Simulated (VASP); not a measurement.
# P in VASP: relaxation of cell and atoms with PBEsol+D3(BJ)

Aim: the relaxation of cell and atoms of P with PBEsol+D3(BJ).

Everything below comes from runs of VASP 6.6.1. Logs are shortened: lines on timing, memory, paths and dates and some standing lists are left out, and cuts for length are marked.

## 1. The structure

The cell holds a sheet with vacuum, 4 atoms: a = 3.300 Å, b = 4.600 Å, c = 18.100 Å, α = 90.00°, β = 90.00°, γ = 90.00°.

The cell was built by a generator and needn't be a form met in nature.

## 2. Relaxation of cell and atoms, PBEsol+D3(BJ)

The input, INCAR:

```
PREC = Accurate
ENCUT = 600
EDIFF = 1E-6
ISMEAR = 0
SIGMA = 0.03
LREAL = F
LASPH = T
NELM = 120
ALGO = Normal
ISIF = 3
LWAVE = F
LCHARG = F
GGA = PS
IVDW = 12
IBRION = 2
NSW = 40
EDIFFG = -0.005
LATTICE_CONSTRAINTS = .TRUE. .TRUE. .FALSE.
KPAR = 4
```

The input, KPOINTS:

```
regular mesh
0
Gamma
  10 8 1
```

The input, POSCAR:

```
P
1.0
    3.3000000000      0.0000000000      0.0000000000
    0.0000000000      4.6000000000      0.0000000000
    0.0000000000      0.0000000000     18.1000000000
P
4
Direct
    0.0000000000      0.0900000000      0.4419889500
    0.5000000000      0.4100000000      0.4419889500
    0.5000000000      0.5900000000      0.5580110500
    0.0000000000      0.9100000000      0.5580110500
```

Potentials or basis: VASP PAW PBE potentials, release 64 (P).

Run with:

```console
$ cat potpaw_PBE.64/P/POTCAR > POTCAR
$ mpirun -np 4 vasp_std > vasp.out
```

OUTCAR:

```text
PREC = Accurate
   ENCUT = 600
   EDIFF = 1E-6
   ISMEAR = 0
   LREAL = F
   LASPH = T
   NELM = 120
   ISIF = 3
   GGA = PS
   IVDW = 12
   IBRION = 2
   NSW = 40
   EDIFFG = -0.005
 IVDW          = 12

 ion  position               nearest neighbor table
   1  0.000  0.090  0.442-   2 2.21   2 2.21   4 2.26
   2  0.500  0.410  0.442-   1 2.21   1 2.21   3 2.26
   3  0.500  0.590  0.558-   4 2.21   4 2.21   2 2.26
   4  0.000  0.910  0.558-   3 2.21   3 2.21   1 2.26

  LATTYP: Found a simple orthorhombic cell.
 ALAT       =     3.3000000000
 B/A-ratio  =     1.3939393939
 C/A-ratio  =     5.4848484848

  Lattice vectors:

 A1 = (   3.3000000000,   0.0000000000,   0.0000000000)
 A2 = (   0.0000000000,   4.6000000000,   0.0000000000)
 A3 = (   0.0000000000,   0.0000000000,  18.1000000000)

Analysis of symmetry for initial positions (statically):
=====================================================================
 Subroutine PRICEL returns:
 Original cell was already a primitive cell.

 Routine SETGRP: Setting up the symmetry group for a
 simple orthorhombic supercell.

 Subroutine GETGRP returns: Found  8 space group operations
 (whereof  4 operations were pure point group operations)
 out of a pool of  8 trial point group operations.

The static configuration has the point symmetry C_2h.
 The point group associated with its full space group is D_2h.

Analysis of symmetry for dynamics (positions and initial velocities):
=====================================================================
 Subroutine PRICEL returns:
 Original cell was already a primitive cell.

 Routine SETGRP: Setting up the symmetry group for a
 simple orthorhombic supercell.

 Subroutine GETGRP returns: Found  8 space group operations
 (whereof  4 operations were pure point group operations)
 out of a pool of  8 trial point group operations.

The dynamic configuration has the point symmetry C_2h.
 The point group associated with its full space group is D_2h.

 Subroutine INISYM returns: Found  8 space group operations
 (whereof  4 operations are pure point group operations),
 and found     1 'primitive' translations

----------------------------------------------------------------------------------------

                                     Primitive cell

  volume of cell :     274.7580

  direct lattice vectors                    reciprocal lattice vectors
     3.300000000  0.000000000  0.000000000     0.303030303  0.000000000  0.000000000
     0.000000000  4.600000000  0.000000000     0.000000000  0.217391304  0.000000000
     0.000000000  0.000000000 18.100000000     0.000000000  0.000000000  0.055248619

  length of vectors
     3.300000000  4.600000000 18.100000000     0.303030303  0.217391304  0.055248619

  position of ions in fractional coordinates (direct lattice)
     0.000000000  0.090000000  0.441988950
     0.500000000  0.410000000  0.441988950
     0.500000000  0.590000000  0.558011050
     0.000000000  0.910000000  0.558011050

  ion indices of the primitive-cell ions
   primitive index   ion index
                 1           1
                 2           2
                 3           3
                 4           4

----------------------------------------------------------------------------------------

 KPOINTS: regular mesh

Automatic generation of k-mesh.
 Grid dimensions read from file:
 generate k-points for:   10    8    1

 Generating k-lattice:

  Cartesian coordinates                     Fractional coordinates (reciprocal lattice)
     0.030303030  0.000000000  0.000000000     0.100000000  0.000000000  0.000000000
     0.000000000  0.027173913  0.000000000     0.000000000  0.125000000  0.000000000
     0.000000000  0.000000000  0.055248619     0.000000000  0.000000000  1.000000000

  Length of vectors
     0.030303030  0.027173913  0.055248619

  Shift w.r.t. Gamma in fractional coordinates (k-lattice)
     0.000000000  0.000000000  0.000000000

 Subroutine IBZKPT returns following result:
 ===========================================

 Found     30 irreducible k-points:

 Following reciprocal coordinates:
            Coordinates               Weight
  0.000000  0.000000  0.000000      1.000000
  0.100000  0.000000  0.000000      2.000000
  0.200000  0.000000  0.000000      2.000000
  0.300000  0.000000  0.000000      2.000000
  0.400000  0.000000  0.000000      2.000000
  0.500000  0.000000  0.000000      1.000000
[... 16 lines left out ...]
  0.400000  0.375000  0.000000      4.000000
  0.500000  0.375000  0.000000      2.000000
 [... further k-points ...]
   k-points           NKPTS =     30   k-points in BZ     NKDIM =     30   number of bands    NBANDS=     14
   number of dos      NEDOS =    301   number of ions     NIONS =      4
   total plane-waves  NPLWV = 168000
   dimension x,y,z NGX =    28 NGY =   40 NGZ =  150
   dimension x,y,z NGXF=    56 NGYF=   80 NGZF=  300
   ions per type =               4
   NGX,Y,Z   is equivalent  to a cutoff of  14.11, 14.46, 13.78 a.u.
   NGXF,Y,Z  is equivalent  to a cutoff of  28.21, 28.91, 27.55 a.u.
 SYSTEM =  unknown system
   PREC   = accura    normal or accurate (medium, high low for compatibility)
   ISTART =      0    job   : 0-new  1-cont  2-samecut
   ICHARG =      2    charge: 1-file 2-atom 10-const
   ISPIN  =      1    spin polarized calculation?
   LNONCOLLINEAR =      F non collinear calculations
   LSORBIT =      F    spin-orbit coupling
   LASPH  =      T    aspherical Exc in radial PAW
   ENCUT  =  600.0 eV  44.10 Ry    6.64 a.u.   6.59  9.19 36.15*2*pi/ulx,y,z
   NELM   =    120;   NELMIN=  2; NELMDL= -5     # of ELM steps
   EDIFF  = 0.1E-05   stopping-criterion for ELM
   LREAL  =      F    real-space projection
   EDIFFG = -.5E-02   stopping-criterion for IOM
   NSW    =     40    number of steps for IOM
   IBRION =      2    ionic relax: 0-MD 1-quasi-New 2-CG
   NFREE  =      1    steps in history (QN), initial steepest desc. (CG)
   ISIF   =      3    stress and relaxation
   ISYM   =      2    0-nonsym 1-usesym 2-fastsym
   POTIM  = 0.5000    time-step for ionic-motion
   TEBEG  =    0.0;   TEEND  =   0.0 temperature during run
   PSTRESS=    0.0 pullay stress
   NELECT =      20.0000    total number of electrons
   NUPDOWN=      -1.0000    fix difference up-down
   EMIN   =  10.00;   EMAX   =-10.00  energy-range for DOS
   EFERMI =   0.00;   METHOD = LEGACY
   ISMEAR =     0;   SIGMA  =   0.03  broadening in eV -4-tet -1-fermi 0-gaus
   EFERMI_NEDOS =   21; number of points for ismear=-14 and -15
   IALGO  =     38    algorithm
   IMIX   =      4    mixing-type and parameters
     AMIX     =   0.40;   BMIX     =  1.00
     AMIX_MAG =   1.60;   BMIX_MAG =  1.00
  volume/ion in A,a.u.               =      68.69       463.54
  Fermi-wavevector in a.u.,A,eV,Ry     =   0.683546  1.291716  6.357129  0.467236
  Thomas-Fermi vector in A             =   1.762942
   LORBIT       =      0    0 simple, 1 ext, 2 COOP (PROOUT), +10 PAW based schemes
   GGA     = PS    functional components
   LHFCALC =     F    Hartree Fock is set to
   AEXX    =    0.0000 exact exchange contribution
   IVDW    =    12    specifies the selected vdW correction
   LEPSILON=     F    determine dielectric tensor
   LRPA    =     F    only Hartree local field effects (RPA)
 conjugate gradient relaxation of ions
 non-spin polarized calculation
 Gauss-broadening in eV      SIGMA  =   0.03
  energy-cutoff  :      600.00
  volume of cell :      274.76
 maximum number of plane-waves:      9213
 NGX is ok and might be reduce to    28
   NGX = 13   NGY = 19   NGZ = 73

--------------------------------------- Ionic step        1  -------------------------------------------

 number of electron      19.9999997 magnetization

 Free energy of the ion-electron system (eV)
  ---------------------------------------------------
  ext. energy  EPLUGINS =         0.00000000
  ---------------------------------------------------
  free energy    TOTEN  =       -22.82305742 eV

  energy without entropy =      -22.82305742  energy(sigma->0) =      -22.82305742

------------------------ aborting loop because EDIFF is reached ----------------------------------------

 Edisp (eV)   -0.66846

 E8    (eV) :    -0.4143

  FORCE on cell =-STRESS in cart. coord.  units (eV):
  Direction    XX          YY          ZZ          XY          YZ          ZX
  --------------------------------------------------------------------------------------
  -------------------------------------------------------------------------------------
  Total      -1.77317    -1.27804    -0.55186     0.00000     0.00000     0.00000
  in kB     -10.33974    -7.45253    -3.21800     0.00000     0.00000     0.00000
  external pressure =       -7.00 kB  Pullay stress =        0.00 kB
[... 103 lines left out ...]
  FREE ENERGIE OF THE ION-ELECTRON SYSTEM (eV)
  ---------------------------------------------------
  free  energy   TOTEN  =       -23.5182710271 eV

  energy  without entropy=      -23.5182710271  energy(sigma->0) =      -23.51827103

[... ionic steps 4 to 8 ...]

--------------------------------------- Ionic step        9  -------------------------------------------

 number of electron      19.9999998 magnetization

------------------------ aborting loop because EDIFF is reached ----------------------------------------

 Edisp (eV)   -0.71752

 E8    (eV) :    -0.4446
[... 73 lines left out ...]
  energy  without entropy=      -23.5521205419  energy(sigma->0) =      -23.55212054

--------------------------------------- Ionic step       11  -------------------------------------------

 number of electron      19.9999998 magnetization

 Free energy of the ion-electron system (eV)
  ---------------------------------------------------
  ext. energy  EPLUGINS =         0.00000000
  ---------------------------------------------------
  free energy    TOTEN  =       -22.83337049 eV

  energy without entropy =      -22.83337049  energy(sigma->0) =      -22.83337049

 E-fermi :  -1.3848     XC(G=0):  -3.4921

 val. band max:       -1.5676606450   @ k =   0.0000   0.0000   0.0000
 cond. band min:      -1.0137434953   @ k =   0.0000   0.0000   0.0000
 fundamental gap:      0.5539171497
 Fermi energy:        -1.3848134970

 k-point     1 :       0.0000    0.0000    0.0000
  band No.  band energies     occupation
      1     -17.0035      2.00000
      2     -14.2383      2.00000
      3     -10.5044      2.00000
      4      -7.5575      2.00000
      5      -6.5481      2.00000
      6      -5.9504      2.00000
      7      -5.2059      2.00000
      8      -3.6779      2.00000
      9      -3.3887      2.00000
     10      -1.5677      2.00000
     11      -1.0137      0.00000
     12      -0.1648      0.00000
     13       1.1514      0.00000
     14       2.0173      0.00000
[... 375 lines left out ...]
 k-point    24 :       0.5000    0.3750    0.0000
  band No.  band energies     occupation
      1     -13.6753      2.00000
      2     -13.6753      2.00000
      3     -11.4084      2.00000
      4     -11.4084      2.00000
      5      -7.0332      2.00000
      6      -7.0332      2.00000
      7      -6.2019      2.00000
      8      -6.2019      2.00000
      9      -3.0967      2.00000
     10      -3.0967      2.00000
     11       0.8618      0.00000
     12       0.8618      0.00000
     13       2.0058      0.00000
     14       2.0058      0.00000

 [... further k-points ...]

------------------------ aborting loop because EDIFF is reached ----------------------------------------

 Edisp (eV)   -0.71877

 E8    (eV) :    -0.4454

  FORCE on cell =-STRESS in cart. coord.  units (eV):
  Direction    XX          YY          ZZ          XY          YZ          ZX
  --------------------------------------------------------------------------------------
  -------------------------------------------------------------------------------------
  Total       0.00142    -0.00070     0.00076     0.00000     0.00000     0.00000
  in kB       0.00891    -0.00441     0.00475     0.00000     0.00000     0.00000
  external pressure =        0.00 kB  Pullay stress =        0.00 kB
[... 19 lines left out ...]
  FREE ENERGIE OF THE ION-ELECTRON SYSTEM (eV)
  ---------------------------------------------------
  free  energy   TOTEN  =       -23.5521437707 eV

  energy  without entropy=      -23.5521437707  energy(sigma->0) =      -23.55214377

 reached required accuracy - stopping structural energy minimisation
```

It took 4.3 min on 4 MPI ranks of Intel Xeon Platinum 8488C (Sapphire Rapids), shared host; peak memory 0.49 GiB.

What came out:

```
Free energy                            : -23.5521 eV
Relaxed volume                         : 63.91 Å³/atom
Relaxed cell                           : a = 3.283 Å, b = 4.302 Å, c = 18.100 Å, α = 90.00°, β = 90.00°, γ = 90.00°
Space group after relaxing (to 0.05 Å) : Pmna (No. 53)
Energy gained by relaxing              : 15.2 meV/atom
Ionic steps                            : 11
Largest force after relaxing           : 0.003 eV/Å
Band gap on the k mesh                 : 0.55 eV, direct
Dispersion energy per atom             : -0.180 eV
```

Forces on the atoms (eV/Å):
```
P    0.000  0.000 -0.003
P    0.000  0.000 -0.003
P    0.000  0.000  0.003
P    0.000  0.000  0.003
```

The path:
| step | energy change (eV) | largest force (eV/Å) | pressure (GPa) | volume (Å³) |
| --- | --- | --- | --- | --- |
| 1 | 0.0000 | 0.1910 | -0.70 | 274.76 |
| 2 | -0.0252 | 0.3362 | 0.28 | 264.74 |
| 3 | -0.0268 | 0.2924 | 0.08 | 266.62 |
| 4 | -0.0378 | 0.1096 | 0.04 | 264.83 |
| 5 | -0.0384 | 0.1478 | 0.03 | 264.30 |
| 6 | -0.0497 | 0.0993 | 0.02 | 261.68 |
| 7 | -0.0598 | 0.0154 | 0.02 | 257.09 |
| 8 | -0.0605 | 0.0318 | 0.02 | 255.53 |
| 9 | -0.0603 | 0.0425 | -0.08 | 256.02 |
| 10 | -0.0606 | 0.0122 | -0.02 | 255.73 |
| 11 | -0.0606 | 0.0034 | 0.00 | 255.62 |

Final structure:
```
CELL_PARAMETERS angstrom
3.28280 0.00000 0.00000
0.00000 4.30208 0.00000
0.00000 0.00000 18.10000
ATOMIC_POSITIONS crystal
P 0.00000 0.07795 0.44128
P 0.50000 0.42205 0.44128
P 0.50000 0.57795 0.55872
P 0.00000 0.92205 0.55872
```

Caveat: the PAW data sets were made with another functional, which shifts forces and pressure a little.
